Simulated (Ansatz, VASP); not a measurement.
**Fe: VASP beside Ansatz**

```
CELL_PARAMETERS angstrom
0.00000 1.94174 1.96511
1.49844 0.00000 1.96511
1.49844 1.94174 0.00000
ATOMIC_POSITIONS crystal
Fe 0.00000 0.00000 0.00000
```

Alike in both runs: task single point; functional PBE; k mesh 13 × 13 × 13; occupations fermi-dirac, width 0.05 eV; collinear spin, ferromagnetic start.

```csv
,VASP,Ansatz
version,VASP 6.6.1,Ansatz 0.2.0
potentials or method,"VASP PAW PBE potentials, release 64 (Fe)",Ansatz PAW
plane-wave cutoff (eV),520,420
valence electrons in the cell,8,16
```

Ansatz gave:

- gap on the k mesh at the Fermi level (eV): none
- pressure (GPa): -1.1
- largest component of the traceless stress (GPa): 5.32
- net moment per atom (μB): 2.17
- size of the moment on the site where the two differ most (μB): 2.22

Q: Which values does VASP return?

A: gap on the k mesh at the Fermi level (eV): none; pressure (GPa): -1.0; largest component of the traceless stress (GPa): 5.13; net moment per atom (μB): 2.20; size of the moment on the site where the two differ most (μB): 2.19.

Site moments also hang on the region over which each program counts them. A gap of «none» marks a metal or a gap that the smearing closes. The two sets of potentials don't hold the same shells in valence.
